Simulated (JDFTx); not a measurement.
# BaS under changes of volume

One of the cells (32.576 Å³/atom); the others are scaled copies at fixed shape and fractional positions:

```
Ba S
1.0
     0.00000    3.19375    3.19375
     3.19375    0.00000    3.19375
     3.19375    3.19375    0.00000
Ba S
1 1
Direct
  0.00000 0.00000 0.00000
  0.50000 0.50000 0.50000
```

- Program: JDFTx 1.7.0 (patched build)
- Functional: r2SCAN
- Potentials or basis: SG15-PBE-1.2 with smoothed tails
- Cutoff: 1088 eV
- Density cutoff: 8708 eV
- k mesh: 6 × 6 × 6
- Occupations: fermi-dirac, width 0.05 eV
- Spin: no spin polarisation

```tsv
volume (Å³/atom)	energy over the lowest point (meV/atom)	pressure (GPa)	gap on the mesh (eV)
30.622	29.07	4.1	2.45
31.273	15.07	2.8	2.49
31.925	?	?	?
32.576	1.00	0.7	2.56
33.228	0.00	-0.2	2.58
33.879	2.49	-1.0	2.61
34.531	8.11	-1.7	2.63
```

Task: What does the run at 31.925 Å³/atom give?

Result: Energy over the lowest point 5.87 meV/atom; pressure 1.7 GPa; gap on the mesh 2.53 eV.

Worked out: A Birch-Murnaghan fit of order 3 (a polynomial in V^(-2/3)) to the other rows has its minimum at 33.08 Å³/atom with B0 = V·E''(V) = 45 GPa and B' = 4.4. It gives 5.87 meV/atom at 31.925 Å³/atom, against the run's 5.87, and -dE/dV = 1.7 GPa, against 1.7. A parabola through the other rows of the gap, of slope 1.64 eV per unit of ln V there, gives 2.53 eV, against the run's 2.53.

Energies are extrapolated to zero smearing.

Caveats: the potentials were made for another functional, which shifts forces and pressure; spin-orbit coupling is left out, which moves the levels of the heavy elements.

A mesh can miss the band edges.
